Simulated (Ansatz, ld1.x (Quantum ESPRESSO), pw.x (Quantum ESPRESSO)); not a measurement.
# pw.x on bcc F: one setting changed

Potential: ultrasoft, ld1.x (Quantum ESPRESSO) 7.5, PBE; core [He], reference 2s2 2p5; waves: 2s (bound): rcut 0.55, rcutus 0.75 bohr; 2s channel at 2.6 Ry: rcut 0.55, rcutus 0.75 bohr; 2p (bound): rcut 0.75, rcutus 1.00 bohr; 2p channel at 1.65 Ry: rcut 0.75, rcutus 1.00 bohr; 3d channel at 0.05 Ry: rcut 0.70, rcutus 0.80 bohr; local part: all-electron potential smoothed inside 0.75 bohr (lloc = -2); core correction: none; augmentation: PSQ, inside the norm-conserving radii.

The reference run (k-mesh 17³, cutoffs 170/900 Ry, Fermi–Dirac 0.01 Ry, mixing_beta 0.4, conv_thr 1e-9, no spin) gives -0.18 GPa at 10.330 Å³/atom, where all-electron LAPW gives -0.11 GPa. This run, with its own iteration cap, changes ecutrho/ecutwfc to 3.

```
&control
  calculation='scf', prefix='x', pseudo_dir='./', outdir='./tmp', tstress=.true., disk_io='none'
/
&system
  ibrav=0, nat=1, ntyp=1, ecutwfc=170, ecutrho=510, nbnd=11,
  occupations='smearing', smearing='fd', degauss=0.01
/
&electrons
  conv_thr=1e-09, mixing_beta=0.4, electron_maxstep=60
/
ATOMIC_SPECIES
F 1.0 F.UPF
CELL_PARAMETERS angstrom
  -1.37197683 1.37197683 1.37197683
  1.37197683 -1.37197683 1.37197683
  1.37197683 1.37197683 -1.37197683
ATOMIC_POSITIONS crystal
F 0.0000 0.0000 0.0000
K_POINTS automatic
17 17 17 0 0 0
```

```bash
pw.x < F.scf.in > F.scf.out
```

Q: How does the run end?

A: It converges in 5 iterations; the free energy moves by -1.8 meV/atom and the pressure by +0.02 GPa. Below 4 the density is truncated and F is no longer variational, so a small shift in one case is no licence.

```
Message from routine set_cutoff:
     ecutrho < 4*ecutwfc, are you sure?
     Message from routine setup:
     using ibrav=0 with symmetry is DISCOURAGED, use correct ibrav instead
     lattice parameter (alat)  =       4.4906  a.u.
     unit-cell volume          =      69.7103 (a.u.)^3
     number of electrons       =         7.00
     number of Kohn-Sham states=           11
     kinetic-energy cutoff     =     170.0000  Ry
     charge density cutoff     =     510.0000  Ry
     scf convergence threshold =      1.0E-09
     Exchange-correlation= PBE
     number of k points=   165  Fermi-Dirac smearing, width (Ry)=  0.0100
     iteration #  1     ecut=   170.00 Ry     beta= 0.40
     total energy              =     -48.26942883 Ry
     estimated scf accuracy    <       0.00004639 Ry
     iteration #  2     ecut=   170.00 Ry     beta= 0.40
     total energy              =     -48.26944532 Ry
     estimated scf accuracy    <       0.00000572 Ry
     iteration #  3     ecut=   170.00 Ry     beta= 0.40
     total energy              =     -48.26945000 Ry
     estimated scf accuracy    <       0.00000126 Ry
     iteration #  4     ecut=   170.00 Ry     beta= 0.40
     total energy              =     -48.26945034 Ry
     estimated scf accuracy    <          1.9E-09 Ry
     iteration #  5     ecut=   170.00 Ry     beta= 0.40
     the Fermi energy is    -1.1932 ev
!    total energy              =     -48.26945034 Ry
     estimated scf accuracy    <          3.9E-10 Ry
     smearing contrib. (-TS)   =      -0.01058672 Ry
     The total energy is F=E-TS. E is the sum of the following terms:
     one-electron contribution =     -17.27372348 Ry
     hartree contribution      =      12.42019654 Ry
     xc contribution           =      -9.01548078 Ry
     ewald contribution        =     -34.38985589 Ry
     convergence has been achieved in   5 iterations
          total   stress  (Ry/bohr**3)                   (kbar)     P=       -1.59
     Message from routine punch:
     Nothing written, as per user request (disk_io='none')
```

The run took about 34 s on one core of a shared host (Neoverse-V2, 32 threads, 247 GiB, load 23).
